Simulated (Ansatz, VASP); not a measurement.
**One calculation of NaH, two programs**

```xyz
2
Lattice="0.0000 2.4160 2.4160 2.4160 0.0000 2.4160 2.4160 2.4160 0.0000" Properties=species:S:1:pos:R:3 pbc="T T T"
Na    0.0000    0.0000    0.0000
H     2.4160    2.4160    2.4160
```

Alike in both runs: functional PBE; k mesh 8 × 8 × 8; no spin polarisation.

Ansatz relaxed the structure, and its values are those at the end. VASP's run is a single point on that final structure, the one shown.

|  | VASP | Ansatz |
| --- | --- | --- |
| version | VASP 6.6.1 | Ansatz 0.2.0 |
| potentials or method | VASP PAW PBE potentials, release 64 (Na_pv, H) | scalar-relativistic, plane waves, PAW |
| plane-wave cutoff (eV) | 520 | 420 |
| occupations | gaussian, width 0.01 eV | fixed |
| valence electrons in the cell | 8 | 10 |

```csv
,VASP,Ansatz,Ansatz less VASP
gap on the k mesh at the Fermi level (eV),3.76,3.76,+0.002
least direct gap on the mesh (eV),4.62,4.62,+0.005
pressure (GPa),0.0,0.0,+0.03
```

The two sets of potentials don't hold the same shells in valence.

A k mesh can miss the band edges.
